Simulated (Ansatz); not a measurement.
Runs of Ansatz 0.2.0 on MgO. The structure is cubic, space group Fm-3m (No. 225). The conventional cell has a = 4.194 Å, b = 4.194 Å, c = 4.194 Å, α = 90.00°, β = 90.00°, γ = 90.00°. Mg (site symmetry m-3m) has 6 O at 2.10 Å as nearest neighbours. O (site symmetry m-3m) is surrounded by 6 Mg at 2.10 Å. The cell is a database's computed one.

| task | level | cell | cutoff (eV) | smearing | gap on the mesh (eV) | pressure (GPa) | relaxed volume (Å³/atom) |
| --- | --- | --- | --- | --- | --- | --- | --- |
| single point | PBE | as given | 316 | gaussian 0.012 eV | 4.86 | 7.0 | - |
| relaxation of cell and atoms | PBE+D3(BJ) | relaxed | - | fermi-dirac 0.05 eV | 4.76 | 0.0 | (a) |
| single point | PBE | as given | 316 | gaussian 0.028 eV | 4.86 | 7.0 | - |
| single point | PBE | as given | 316 | gaussian 0.017 eV | 4.86 | 7.0 | - |
| relaxation of cell and atoms | PBEsol | relaxed | - | fermi-dirac 0.05 eV | 4.62 | 0.0 | 9.36 |

Alike in all rows: potentials or basis all-electron LAPW, scalar-relativistic; no spin polarisation; k mesh 11 × 11 × 11; basis error allowed 0.001 eV/atom.

Task: Fill in the values left out.

Result: (a) 9.32.

Caveats: an odd mesh through Γ misses points on the zone boundary, where band edges often lie (some runs).
